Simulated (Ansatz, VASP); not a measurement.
**Two plane-wave programs on ScAl3**

Contents of INCAR:

```
SYSTEM = ScAl3
PREC = Accurate
ENCUT = 520
EDIFF = 1E-7
ISMEAR = 0
SIGMA = 0.1
LREAL = .FALSE.
LASPH = .TRUE.
NELM = 60
ALGO = Normal
ISIF = 2
LWAVE = .FALSE.
LCHARG = .FALSE.
GGA = PS
NBANDS = 18
```

Contents of KPOINTS:

```
Automatic mesh
0
G
  10 10 10
  0 0 0
```

File POSCAR:

```
ScAl3
1.0
    4.1116111253      0.0000000000      0.0000000000
    0.0000000000      4.1116111253      0.0000000000
    0.0000000000      0.0000000000      4.1116111253
Sc Al
1 3
Direct
    0.0000000000      0.0000000000      0.0000000000
    0.5000000000      0.0000000000      0.5000000000
    0.0000000000      0.5000000000      0.5000000000
    0.5000000000      0.5000000000      0.0000000000
```

Input for Ansatz:

```yaml
crystal:
  lattice:
    - [4.1116111253, 0.0, 0.0]
    - [0.0, 4.1116111253, 0.0]
    - [0.0, 0.0, 4.1116111253]
  atoms:
    - { symbol: Sc, position: [0.0, 0.0, 0.0] }
    - { symbol: Al, position: [0.5, 0.0, 0.5] }
    - { symbol: Al, position: [0.0, 0.5, 0.5] }
    - { symbol: Al, position: [0.5, 0.5, 0.0] }
basis:
  ecutwfc: 420
kpoints:
  mp_grid: { grid: [10, 10, 10] }
hamiltonian:
  xc: pbesol
scf:
  occupations: { method: gaussian, width: 0.1 }
output:
  forces: true
  stress: true
  eigenvalues: true
```

Alike in both runs: task single point; functional PBEsol; k mesh 10 × 10 × 10; occupations gaussian, width 0.1 eV; no spin polarisation.

|  | VASP | Ansatz |
| --- | --- | --- |
| version | VASP 6.6.1 | Ansatz 0.2.0 |
| potentials or method | VASP PAW PBE potentials, release 64 (Sc_sv, Al) | scalar-relativistic, plane waves, PAW |
| plane-wave cutoff (eV) | 520 | 420 |
| valence electrons in the cell | 20 | 20 |

|  | VASP | Ansatz | Ansatz less VASP |
| --- | --- | --- | --- |
| gap on the k mesh at the Fermi level (eV) | none | none | - |
| pressure (GPa) | -2.5 | -2.6 | -0.10 |

A gap of «none» marks a metal or a gap that the smearing closes. The functional is the same, so the differences come from potentials, cutoffs and numerics.

Caveats: the PAW data sets were made with another functional, which shifts forces and pressure a little (VASP).
